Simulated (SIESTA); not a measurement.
Runs of SIESTA 5.4.2 on WS2. The cell holds a slab with vacuum, 3 atoms: a = 3.184 Å, b = 3.184 Å, c = 16.951 Å, α = 90.00°, β = 90.00°, γ = 120.00°. 

| task | level | potentials or basis | k mesh | wannier functions | bands left out below | projections | wannier mesh | gap on the mesh (eV) | largest force (eV/Å) |
| --- | --- | --- | --- | --- | --- | --- | --- | --- | --- |
| band structure | vdW-DF-cx | PseudoDojo 0.4 standard (PBE files), DZP (energy shift 0.003 Ry; two zetas on semicore shells) | 10 × 10 × 2 | - | - | - | - | 2.00 | (a) |
| band structure | PBEsol | PseudoDojo 0.4 standard (PBEsol files), DZP (energy shift 0.003 Ry; two zetas on semicore shells) | 10 × 10 × 2 | - | - | - | - | 1.99 | 0.30 |
| Wannier functions | LDA | PseudoDojo 0.4 standard (LDA files), TZP (energy shift 0.003 Ry; two zetas on semicore shells) | 8 × 8 × 2 | 13 | 0 | ["W:s", "W:p", "W:s:r=2", "S:s", "S:p"] | 6 × 6 × 2 | 2.05 | (b) |
| band structure | AM05 | PseudoDojo 0.4 standard (PBEsol files), DZP (energy shift 0.003 Ry; two zetas on semicore shells) | 10 × 10 × 2 | - | - | - | - | 1.99 | 0.24 |

Alike in all rows: no spin polarisation; cell as given; smearing fermi-dirac 0.05 eV; grid cutoff 800 Ry; energy shift 0.003 Ry.

Question: Fill in the values left out.

Answer: (a) 0.53; (b) 0.06.

Caveats: spin-orbit coupling is left out, which moves the levels of the heavy elements; the basis of atomic orbitals isn't converged, which shifts pressures, moduli and gaps; the potentials were made for another functional, which shifts forces and pressure (some runs).

A k mesh can miss the band edges, and the runs leave out spin-orbit coupling on W.
